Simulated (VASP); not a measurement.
Here is a VASP 6.6.1 calculation.

The input INCAR:

```
PREC = Accurate ; ENCUT = 520
EDIFF = 1E-6 ; ISMEAR = -1
SIGMA = 0.05 ; LREAL = False
LASPH = True ; NELM = 100
ALGO = Normal ; ISIF = 2
LWAVE = False ; LCHARG = True
GGA = PS ; IVDW = 13
LELF = True ; LVHAR = True
NBANDS = 16
```

Contents of KPOINTS:

```
Automatic mesh
0
Gamma
  8 8 8
```

File POSCAR:

```
InAs
1.0
    0.0000000000      3.0248773958      3.0248773958
    3.0248773958      0.0000000000      3.0248773958
    3.0248773958      3.0248773958      0.0000000000
In As
1 1
Direct
    0.0000000000      0.0000000000      0.0000000000
    0.7500000000      0.7500000000      0.7500000000
```

Potentials or basis: VASP PAW PBE potentials, release 64 (In_d, As).

The run is started by

```console
$ cat potpaw_PBE.64/In_d/POTCAR potpaw_PBE.64/As/POTCAR > POTCAR
$ mpirun -np 1 vasp_std > vasp.out
```

(1) Estimate the dispersion energy per atom.

(2) Predict the pressure.

(3) What does it give for the band gap on the k mesh?

Results:

(1) -0.202 eV.

(2) 0.1 GPa.

(3) zero (filled and empty bands touch).

Caveat: semilocal functionals underestimate gaps, so a narrow gap can read as zero; the PAW data sets were made with another functional, which shifts forces and pressure a little; spin-orbit coupling is left out, which moves the levels of the heavy elements.

**Experimental background.**

A printed reference work, data compilation reports, for a bulk crystal of InAs at 4.2 K: band gap 0.418 eV (direct).

Against the measured gap of InAs, 0.418 eV (direct; 4.2 K; a printed reference work, data compilation), the calculated 0.00 eV is off by -0.42 eV. Spin-orbit coupling on As, In is left out. The value is that of PBEsol+D4 on a finite k mesh, which can miss the band edges, without temperature or zero-point motion. Semilocal functionals fall short of measured gaps as a rule.
